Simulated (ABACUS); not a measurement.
Here is an ABACUS 3.10.1 calculation.

INPUT

```
INPUT_PARAMETERS
suffix              InAs
calculation         scf
basis_type          pw
pseudo_dir          ./
latname             fcc
symmetry            1
dft_functional      GGA_XC_HCTH_407
ecutwfc             40
pseudo_rcut         10
nspin               1
nbands              19
ks_solver           dav
smearing_method     fd
smearing_sigma      0.00367493
scf_thr             1e-08
scf_nmax            100
mixing_type         broyden
mixing_beta         0.7
cal_force           1
cal_stress          1
ecutrho             320
out_chg             1
out_pot             2
out_elf             0
kpar                4
```

STRU

```
ATOMIC_SPECIES
In 114.8180 in_pbe_v1.4.uspp.F.UPF
As 74.9216 as_pbe_v1.uspp.F.UPF

LATTICE_CONSTANT
11.4063868882

ATOMIC_POSITIONS
Direct

In
0.0
1
0.0000000000 0.0000000000 0.0000000000 1 1 1

As
0.0
1
0.2500000000 0.2500000000 0.2500000000 1 1 1
```

The input KPT:

```
K_POINTS
0
Gamma
6 6 6 0 0 0
```

Potentials or basis: GBRV ultrasoft 1.5 PBE, plane waves.

Run with:

```console
$ OMP_NUM_THREADS=1 mpirun -np 4 abacus > log
```

(1) Predict the band gap on the k mesh.

(2) What does it give for the pressure?

Answers

(1) none (metal or under the smearing width).

(2) 5.3 GPa.

Caveat: the potentials were made for another functional, which shifts forces and pressure; this crystal is a semiconductor, whose small gap the functional closes, so the metal is an error of the method.

**Measured values to compare with.**

A printed reference work, data compilation reports, for a bulk crystal of InAs at 4.2 K: band gap 0.418 eV (direct).

A measured gap of InAs is 0.418 eV (direct; 4.2 K; a printed reference work, data compilation); the calculated 0.00 eV misses it by -0.42 eV. Spin-orbit coupling on As, In is left out. The value is that of HCTH407 on a finite k mesh, which can miss the band edges, without temperature or zero-point motion.
